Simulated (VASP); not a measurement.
## VASP 6.6.1 run: SnO₂

INCAR

```
LWAVE = .FALSE.
PREC = Accurate
METAGGA = R2SCAN
ISPIN = 2
ISIF = 2
NELM = 120
MAGMOM = 3 -3 -3
NBANDS = 20
EDIFF = 1E-7
ALGO = Normal
LCHARG = .FALSE.
NSW = 0
LASPH = .TRUE.
LREAL = .FALSE.
ENCUT = 520
ISMEAR = 1
NELECT = 27
IBRION = -1
SIGMA = 0.2
```

KPOINTS

```
KPOINTS created by Atomic Simulation Environment
0
Gamma
8 8 8
0 0 0
```

POSCAR

```
Sn O
 1.0000000000000000
     0.0000000000000000    2.4321282923999998    2.4321282923999998
     2.4321282923999998    0.0000000000000000    2.4321282923999998
     2.4321282923999998    2.4321282923999998    0.0000000000000000
 Sn  O
   1   2
Cartesian
  0.0000000000000000  0.0000000000000000  0.0000000000000000
  1.2160641461999999  1.2160641461999999  1.2160641461999999
  3.6481924385999998  3.6481924385999998  3.6481924385999998
```

The recommended PBE PAW datasets give the neutral cell 26 valence electrons.

Command

```
mpirun -np 1 vasp_std
```

OSZICAR

```
N       E                     dE             d eps       ncg     rms          rms(c)
DAV:   1     0.246399252420E+03    0.24640E+03   -0.14420E+04  2600   0.227E+03
DAV:   2    -0.262554818257E+01   -0.24902E+03   -0.23651E+03  2464   0.535E+02
DAV:   3    -0.273166072850E+02   -0.24691E+02   -0.24324E+02  2688   0.140E+02
DAV:   4    -0.279286748529E+02   -0.61207E+00   -0.61043E+00  2628   0.225E+01
DAV:   5    -0.279420749597E+02   -0.13400E-01   -0.13399E-01  2944   0.337E+00    0.272E+01
DAV:   6    -0.256194924605E+02    0.23226E+01   -0.11911E+01  2868   0.596E+01    0.800E+00
DAV:   7    -0.262525339312E+02   -0.63304E+00   -0.27782E+00  2672   0.194E+01    0.453E+00
DAV:   8    -0.263231438442E+02   -0.70610E-01   -0.20545E-01  2712   0.514E+00    0.190E+00
DAV:   9    -0.263338666081E+02   -0.10723E-01   -0.61620E-02  2544   0.384E+00    0.107E+00
DAV:  10    -0.263228328139E+02    0.11034E-01   -0.26025E-02  2488   0.196E+00    0.207E-01
DAV:  11    -0.263225148832E+02    0.31793E-03   -0.30040E-03  2828   0.972E-01    0.905E-02
DAV:  12    -0.263224642408E+02    0.50642E-04   -0.85029E-04  2792   0.462E-01    0.436E-02
DAV:  13    -0.263224319166E+02    0.32324E-04   -0.21766E-04  2560   0.133E-01    0.222E-02
DAV:  14    -0.263224262380E+02    0.56786E-05   -0.19350E-05  2520   0.309E-02    0.708E-03
DAV:  15    -0.263224271502E+02   -0.91221E-06   -0.60621E-06  2588   0.256E-02    0.486E-03
DAV:  16    -0.263224274003E+02   -0.25005E-06   -0.12450E-06  2652   0.142E-02    0.168E-03
DAV:  17    -0.263224273454E+02    0.54844E-07   -0.10530E-07  2084   0.408E-03
   1 F= -.26322427E+02 E0= -.26321218E+02  d E =-.362906E-02  mag=     0.0000
```

Standard output (part)

```
POSCAR found type information on POSCAR SnO
 POSCAR found :  2 types and       3 ions
 LDA part: xc-table for (None), standard interpolation
 POSCAR, INCAR and KPOINTS ok, starting setup
 WAVECAR not read
 entering main loop
 the old and the new charge density differ
    0.272E+01
```

It converged. Results: pressure 178.0 GPa; magnetic moment of the cell 0.00 μB.

The cell is charged and sits in a uniform background.

For comparison, a separate r²SCAN run of the intended cell, on usual settings and not on those above, gives a gap of 2.23 eV on its mesh and a pressure of 39.4 GPa.

The run above took about 82 s on one core of a shared host (Intel Xeon 6975P-C) and held 0.19 GiB at most.
